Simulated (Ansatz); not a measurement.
## Al: frozen-core PAW against all-electron methods

```xyz
2
Lattice="0.0000 3.0233 3.0233 3.0233 0.0000 3.0233 3.0233 3.0233 0.0000" Properties=species:S:1:pos:R:3 pbc="T T T"
Al    0.0000    0.0000    0.0000
Al    1.5117    1.5117    1.5117
```

Atom numbers follow the list: Al1, Al2.

Conventional cell: a = 6.047 Å, b = 6.047 Å, c = 6.047 Å, α = 90.00°, β = 90.00°, γ = 90.00°. Al (atom 1) is surrounded by 4 Al at 2.62 Å.

The structure comes from a relaxation in the same program, started in the diamond type, and has space group Fd-3m. Whether it is a known phase or the ground state wasn't checked.

Levels of theory: DFT, PBE, PAW with Ansatz's default frozen-core files, scalar-relativistic (Ansatz 0.2.0); DFT, PBE, all-electron LAPW, scalar-relativistic (Ansatz 0.2.0).

For PAW: a Γ-centred 9×9×9 k mesh, Fermi–Dirac smearing of 0.08 eV, cutoff 420 eV, no spin polarisation. LAPW targets a basis error of 0.25 meV/atom. The Ansatz runs share mesh, smearing and spin set-up. Plane-wave (PAW) pressures include the program's estimate of the Pulay term.

Stress and pressure are positive in compression.

Levels count from the Fermi level.

PAW results:

| quantity | PAW |
| --- | --- |
| pressure (GPa) | 0.00 |
| highest filled level at L (eV) | -3.848 |
| lowest empty level at L (eV) | 1.072 |
| highest filled level at X (eV) | -0.400 |
| lowest empty level at X (eV) | 2.097 |

Q: What does full-potential LAPW give for the same quantities?

A: 
```tsv
quantity	LAPW
pressure (GPa)	-0.04
highest filled level at L (eV)	-3.848
lowest empty level at L (eV)	1.073
highest filled level at X (eV)	-0.401
lowest empty level at X (eV)	2.102
```
